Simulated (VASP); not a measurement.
A run of VASP 6.6.1:

File INCAR:

```
PREC     = Accurate       # precision mode
ENCUT    = 520            # plane-wave cutoff, eV
EDIFF    = 1E-8           # SCF threshold, eV
ISMEAR   = -1             # smearing method
SIGMA    = 0.05           # smearing width, eV
LREAL    = False          # projectors in reciprocal space
LASPH    = True           # aspherical terms in the spheres
NELM     = 100            # most SCF steps
ALGO     = Fast           # electronic algorithm
ISIF     = 2              # what is computed and relaxed
LWAVE    = False          # write WAVECAR
LCHARG   = False          # write CHGCAR
GGA      = PE             # functional
LEFG     = True         
NBANDS   = 9              # bands
```

Contents of KPOINTS:

```
regular mesh
0
Gamma
  12 12 7
```

File POSCAR:

```
Mg
1.0
    3.2092715325     -0.0641854306     -0.0641854306
   -1.6602219797      2.8114033901     -0.0234934982
   -0.1042066000     -0.1042066000      5.2103300000
Mg
2
Direct
    0.3333333333      0.6666666667      0.2500000000
    0.6666666667      0.3333333333      0.7500000000
```

Potentials or basis: VASP PAW PBE potentials, release 64 (Mg).

Command:

```console
$ cat potpaw_PBE.64/Mg/POTCAR > POTCAR
$ mpirun -np 1 vasp_std > vasp.out
```

Hardware: 1 thread of AMD EPYC 7R13 Processor (Zen 3), on a shared host.

Q: Estimate the wall time of this run.

A: Run time: 2.2 min on 1 thread of AMD EPYC 7R13 Processor (Zen 3), on a shared host, peak memory 0.29 GiB. Counts: scf iterations 13, k points 506.
